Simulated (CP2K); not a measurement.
**Te2Pt (Moncheite) in CP2K: convergence with rel cutoff ry**

Input of the first run (rel cutoff ry 20); the others differ in this setting and in those tied to it:

The input te2pt_converge.inp:

```
&GLOBAL
  PROJECT te2pt_converge
  RUN_TYPE ENERGY_FORCE
  PRINT_LEVEL LOW
&END GLOBAL
&FORCE_EVAL
  METHOD QS
  STRESS_TENSOR ANALYTICAL
  &DFT
    BASIS_SET_FILE_NAME BASIS_MOLOPT
    POTENTIAL_FILE_NAME GTH_POTENTIALS
    &MGRID
      CUTOFF 450
      REL_CUTOFF 20
      NGRIDS 5
    &END MGRID
    &QS
      METHOD GPW
      EPS_DEFAULT 1.0E-10
    &END QS
    &KPOINTS
      SCHEME MONKHORST-PACK 6 6 4
      GAMMA_CENTERED T
      SYMMETRY T
      SYMMETRY_BACKEND SPGLIB
    &END KPOINTS
    &SCF
      SCF_GUESS ATOMIC
      EPS_SCF 1.0E-6
      MAX_SCF 100
      ADDED_MOS 15
      CHOLESKY OFF
      EPS_EIGVAL 1.0E-7
      &DIAGONALIZATION ON
        ALGORITHM STANDARD
      &END DIAGONALIZATION
      &MIXING ON
        METHOD BROYDEN_MIXING
        ALPHA 0.4
        BETA 1.5
        NBUFFER 8
      &END MIXING
      &SMEAR ON
        METHOD FERMI_DIRAC
        ELECTRONIC_TEMPERATURE [K] 580.226
      &END SMEAR
    &END SCF
    &XC
      &XC_FUNCTIONAL
        &GGA_X_PBE_SOL
        &END GGA_X_PBE_SOL
        &GGA_C_PBE_SOL
        &END GGA_C_PBE_SOL
      &END XC_FUNCTIONAL
    &END XC
    &PRINT
      &KPOINTS ON
      &END KPOINTS
      &MULLIKEN ON
      &END MULLIKEN
      &MO ON
        ENERGIES T
        OCCUPATION_NUMBERS T
        &EACH
          QS_SCF 0
        &END EACH
        ADD_LAST NUMERIC
      &END MO
    &END PRINT
  &END DFT
  &SUBSYS
    &CELL
      A 4.0100000000 0.0000000000 0.0000000000
      B -2.0050000000 3.4727618692 0.0000000000
      C 0.0000000000 0.0000000000 5.2010000000
      PERIODIC XYZ
    &END CELL
    &COORD
      Pt  0.0000000000 0.0000000000 0.0000000000
      Te  2.0050000002 1.1575872896 3.9007500000
      Te  -0.0000000002 2.3151745796 1.3002500000
    &END COORD
    &KIND Pt
      BASIS_SET DZVP-MOLOPT-SR-GTH-q18
      POTENTIAL GTH-PBE-q18
    &END KIND
    &KIND Te
      BASIS_SET DZVP-MOLOPT-SR-GTH-q6
      POTENTIAL GTH-PBE-q6
    &END KIND
    &PRINT
      &ATOMIC_COORDINATES ON
      &END ATOMIC_COORDINATES
      &CELL ON
      &END CELL
    &END PRINT
  &END SUBSYS
  &PRINT
    &FORCES ON
    &END FORCES
    &STRESS_TENSOR ON
    &END STRESS_TENSOR
  &END PRINT
&END FORCE_EVAL
```

Potentials or basis: GTH_POTENTIALS Pt GTH-PBE-q18, Te GTH-PBE-q6; DZVP-MOLOPT-SR-GTH basis.

Launch:

```bash
$ OMP_NUM_THREADS=1 cp2k.psmp -i te2pt_converge.inp -o te2pt_converge.out
```

Hardware: 1 thread of Arm Neoverse V1, on a shared host.

Question: The values tried are 20, 30, 40, 50, 60, 80, 100, loosest first. From which on does the largest force stay within 0.005 eV/Å of the tightest run that finished?

Answer: From 30 on.

| rel cutoff ry | energy less the tightest run, at zero smearing (meV/atom) | pressure (GPa) | largest force (eV/Å) | SCF cycles | CPU time (s) | peak memory (GiB) |
| --- | --- | --- | --- | --- | --- | --- |
| 20 | 6.68 | 8.08 | 1.278 | 14 | 15 | 0.3 |
| 30 | 0.39 | 8.02 | 1.263 | 14 | 16 | 0.3 |
| 40 | -0.04 | 8.03 | 1.263 | 14 | 18 | 0.3 |
| 50 | 0.00 | 8.03 | 1.263 | 14 | 21 | 0.3 |
| 60 | 0.00 | 8.03 | 1.263 | 14 | 23 | 0.3 |
| 80 | 0.00 | 8.03 | 1.263 | 14 | 29 | 0.3 |
| 100 | 0.00 | 8.03 | 1.263 | 14 | 32 | 0.3 |

Against the tightest run, the energy stays within 1 meV/atom from 30 on; the pressure stays within 0.1 GPa from 20 on. The tightest run that finished is the yardstick and may itself not be fully converged.

Caveat, for the tightest run too: the potentials were made for another functional, which shifts forces and pressure; the basis of atomic orbitals isn't converged, which shifts pressures, moduli and gaps. The run has no spin-orbit coupling, so splittings on Pt, Te are missing.
